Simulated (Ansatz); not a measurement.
## EuS: constraining the magnetisation

System: EuS, an experimental structure (space group Fm-3m); the cell holds 2 atoms. Source: COD entry 1010394, which need not be the ambient phase.

```xyz
2
Lattice="0.0000 2.9785 2.9785 2.9785 0.0000 2.9785 2.9785 2.9785 0.0000" Properties=species:S:1:pos:R:3 pbc="T T T"
Eu    0.0000    0.0000    0.0000
S     2.9785    2.9785    2.9785
```

Atoms are numbered from 1 in the order listed.

Theory: DFT, PBE+U, PAW, plane waves, scalar-relativistic (Ansatz development build ahead of 0.2.0).

```yaml
hubbard_term_dudarev_form: U − J = 5.4 eV on Eu f, on Löwdin-orthonormalised all-electron atomic orbitals
plane_wave_cutoff: 420 eV
k_point_mesh: 7×7×7 (Γ-centred)
occupations: Fermi–Dirac smearing, 0.03 eV
valence_electrons: 23
```

Site moments are integrals over atomic spheres and don't add up to the total.

Spin–orbit coupling is left out, so orbital moments of the f shell are missing. The cell's symmetry can hold the f shell in a filling that isn't the lowest. A static U favours moments and orbital order; the result depends on U and need not be the measured state.

For a metal this mesh leaves errors of several meV/atom.

The total moment of the cell is held fixed (separate Fermi levels for the two spins), shared at the start among the Eu atoms with one sign; no search for lower states follows. F is the free energy per cell, and F(lowest) that of the lowest run, the runs with a free moment included. A row is the solution that its start led to, not a proven minimum at that M. The cell holds one magnetic atom, so only parallel order fits; orders in a larger cell may lie lower. The program warns that the SCF threshold is loose for stress, so pressures can be off by 0.1 GPa or more.

The run at M = 5.00 μB took 3.1 s on 2 threads of x86-64 server CPU, on a shared host, peak memory 0.47 GiB.

```json
{"fixed M (μB/cell)": "1.00", "F − F(lowest) (meV/cell)": "7838", "moments of Eu1 S2 (μB)": "0.98 -0.01", "absolute moment (μB)": "1.04", "pressure (GPa)": "-1.0"}
{"fixed M (μB/cell)": "3.00", "F − F(lowest) (meV/cell)": "8184", "moments of Eu1 S2 (μB)": "2.53 0.05", "absolute moment (μB)": "3.61", "pressure (GPa)": "-7.2"}
{"fixed M (μB/cell)": "5.00", "F − F(lowest) (meV/cell)": "3707", "moments of Eu1 S2 (μB)": "6.20 -0.56", "absolute moment (μB)": "7.46", "pressure (GPa)": "-3.9"}
{"fixed M (μB/cell)": "7.00", "F − F(lowest) (meV/cell)": "0", "moments of Eu1 S2 (μB)": "6.86 -0.06", "absolute moment (μB)": "7.14", "pressure (GPa)": "0.6"}
{"fixed M (μB/cell)": "9.00", "F − F(lowest) (meV/cell)": "4293", "moments of Eu1 S2 (μB)": "7.14 0.85", "absolute moment (μB)": "9.00", "pressure (GPa)": "2.6"}
```

The lowest fixed-moment run is the one at M = 7.00 μB (0 meV). With the constraint released: “usual moment scaled by 0.1, free total moment [Eu1 0.70 μB]” ends at 7.00 μB, 0 meV; “usual moment, free total moment [Eu1 7.00 μB]” ends at 7.00 μB, 0 meV. The rows don't fall on one smooth curve: runs end on different branches of solutions, so neighbouring rows can't be interpolated.
